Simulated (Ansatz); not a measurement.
# C: the cell at several levels of theory

One table from this session's results is given with a row withheld; the runs are named, their logs left out.

Code: Ansatz 0.2.0. PAW datasets, plane waves, zero pressure. Computed at 0 K without zero-point motion; spin polarisation is off.

**The system as given**

The symmetry is Fd-3m (No. 227, cubic); a = 3.567 Å in the conventional setting, 5.67 Å³ an atom. Near C stand 4 C at 1.54 Å.

The structure in full:

```cif
data_structure
_symmetry_space_group_name_H-M 'Fd-3m:1'
_symmetry_Int_Tables_number 227
_cell_length_a 3.5667
_cell_length_b 3.5667
_cell_length_c 3.5667
_cell_angle_alpha 90.000
_cell_angle_beta 90.000
_cell_angle_gamma 90.000
_cell_volume 45.37
loop_
_atom_site_label
_atom_site_type_symbol
_atom_site_symmetry_multiplicity
_atom_site_Wyckoff_symbol
_atom_site_fract_x
_atom_site_fract_y
_atom_site_fract_z
_atom_site_occupancy
C1 C 8 b 0.00000 0.00000 0.50000 1
```

Set-up of the first run:

input.yaml

```yaml
crystal:
  lattice:
    - [0.0, 1.78337, 1.78337]
    - [1.78337, 0.0, 1.78337]
    - [1.78337, 1.78337, 0.0]
  atoms:
    - { symbol: C, position: [0.0, 0.0, 0.0] }
    - { symbol: C, position: [0.25, 0.25, 0.25] }
kpoints:
  mp_grid: { grid: [12, 12, 12] }
hamiltonian:
  xc: pbe
scf:
  occupations: { method: fermi_dirac, width: 0.02 }
relax:
  f_tol: 0.005
  cell: {}
```

Launch:

```
$ ansatz run input.yaml --threads 1 --pin off --max-ram 2304MiB --backend cpu --events-out ev --progress --plain --runs-dir out
```

Steps of the session up to this table: Relaxation with PBE; Relaxation with r2SCAN; Relaxing with PBEsol; Relaxation with LDA; HSE06: cell and atoms.

One of the session's tables, all rows but one given; the rest of the session is left out.

It belongs to the step «The cells side by side». 

| level | a (Å) | volume (Å³/atom) |
| --- | --- | --- |
| PBE | 3.571 | 5.694 |
| r2SCAN | ? | ? |
| PBEsol | 3.554 | 5.610 |
| LDA | 3.532 | 5.507 |
| HSE06 | 3.545 | 5.571 |

Q: Estimate the row for r2SCAN from the others.

**Answer.** a (Å): 3.560; volume (Å³/atom): 5.641. In the column «a (Å)» it lies between PBEsol (3.554) and PBE (3.571).

LDA gives the smallest cell and PBE the largest; they differ by 3.4 % in volume, a mean of 1.1 % in length. The meshes differ: PBE 12×12×12, r2SCAN 12×12×12, PBEsol 12×12×12, LDA 12×12×12, HSE06 8×8×8.
